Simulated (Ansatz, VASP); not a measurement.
# Rh in VASP and in Ansatz

INCAR

```
PREC     = Accurate       # precision mode
ENCUT    = 520            # plane-wave cutoff, eV
EDIFF    = 1E-6           # SCF threshold, eV
ISMEAR   = 0              # smearing method
SIGMA    = 0.1            # smearing width, eV
LREAL    = False          # projectors in reciprocal space
LASPH    = True           # aspherical terms in the spheres
NELM     = 60             # most SCF steps
ALGO     = Fast           # electronic algorithm
ISIF     = 2              # what is computed and relaxed
LWAVE    = False          # write WAVECAR
LCHARG   = False          # write CHGCAR
GGA      = PS             # functional
NBANDS   = 14             # bands
```

The input KPOINTS:

```
regular mesh
0
Gamma
  18 18 18
```

The input POSCAR:

```
Rh
1.0
    0.0000000000      1.8899900488      1.8899900488
    1.8899900488      0.0000000000      1.8899900488
    1.8899900488      1.8899900488      0.0000000000
Rh
1
Direct
    0.0000000000      0.0000000000      0.0000000000
```

Input for Ansatz:

```yaml
crystal:
  lattice:
    - [0.0, 1.8899900488, 1.8899900488]
    - [1.8899900488, 0.0, 1.8899900488]
    - [1.8899900488, 1.8899900488, 0.0]
  atoms:
    - { symbol: Rh, position: [0.0, 0.0, 0.0] }
basis:
  ecutwfc: 420
kpoints:
  mp_grid: { grid: [18, 18, 18] }
  band_path:
    path:
      - [0.0, 0.0, 0.0]
      - [0.5, 0.0, 0.5]
      - [0.625, 0.25, 0.625]
      - [0.375, 0.375, 0.75]
      - [0.5, 0.5, 0.5]
      - [0.5, 0.25, 0.75]
    npoints: 1
hamiltonian:
  xc: pbesol
scf:
  occupations: { method: gaussian, width: 0.1 }
  n_extra_bands: 4
output:
  forces: true
  stress: true
  eigenvalues: true
  write_density: true
  write_potential: true
  elf: true
  volumetric_format: npy
```

Alike in both runs: task single point; functional PBEsol; k mesh 18 × 18 × 18; occupations gaussian, width 0.1 eV; no spin polarisation.

|  | VASP | Ansatz |
| --- | --- | --- |
| version | VASP 6.6.1 | Ansatz 0.2.0 |
| potentials or method | VASP PAW PBE potentials, release 64 (Rh_pv) | scalar-relativistic, plane waves, PAW |
| plane-wave cutoff (eV) | 520 | 420 |
| valence electrons in the cell | 15 | 17 |

|  | VASP | Ansatz | Ansatz less VASP |
| --- | --- | --- | --- |
| gap on the k mesh at the Fermi level (eV) | none | none | - |
| pressure (GPa) | -0.2 | 0.0 | +0.22 |

A gap of «none» marks a metal or a gap that the smearing closes. With one functional, cell and mesh, what is left measures potentials, basis and numerics. The two sets of potentials don't hold the same shells in valence.

Caveats: the PAW data sets were made with another functional, which shifts forces and pressure a little (VASP).
